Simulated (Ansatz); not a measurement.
## H under compression and expansion

```yaml
crystal:
  lattice:
    - [-0.90518, 0.90518, 0.90518]
    - [0.90518, -0.90518, 0.90518]
    - [0.90518, 0.90518, -0.90518]
  atoms:
    - { symbol: H, position: [0.00000, 0.00000, 0.00000] }
```

The cell was built from the bcc type and relaxed in the same program, and has space group Im-3m; it needn't be a known or the stable phase.

All numbers are computed: DFT, PBE, all-electron LAPW, scalar-relativistic (Ansatz 0.2.0); DFT, PBE, PAW with Ansatz's default frozen-core files, scalar-relativistic (Ansatz 0.2.0).

For LAPW: a Γ-centred 20×20×20 k mesh, Fermi–Dirac smearing of 0.05 eV, basis error target 0.5 meV/atom, no spin polarisation. PAW takes a cutoff of 420 eV at this cell. The Ansatz runs share mesh, smearing and spin set-up. Plane-wave (PAW) pressures include the program's estimate of the Pulay term.

The cell above is scaled evenly, with fractional coordinates and shape held.

| V/V(cell) | V (Å³/atom) | P, LAPW (GPa) | P, PAW (GPa) |
| --- | --- | --- | --- |
| 0.9500 | 2.818 | 5.93 | 6.22 |
| 0.9750 | 2.892 | ? | ? |
| 1.0000 | 2.967 | -0.09 | 0.00 |
| 1.0250 | 3.041 | -2.65 | -2.65 |
| 1.0500 | 3.115 | -4.95 | -5.01 |

**Question.** Fill in the row V/V(cell) = 0.9750.

**Answer.** P, LAPW (GPa) = 2.76, P, PAW (GPa) = 2.97.

**Question.** What do Birch–Murnaghan fits to the pressures give?

**Answer.** LAPW: V0 = 2.96 Å³/atom, B0 = 108 GPa, B0′ = 3.3; PAW: V0 = 2.97 Å³/atom, B0 = 112 GPa, B0′ = 3.3.

PAW's V0 lies 0.09 % from the all-electron value and its B0 3.1 %. Symmetry fixes shape and coordinates here, so this is the relaxed modulus.
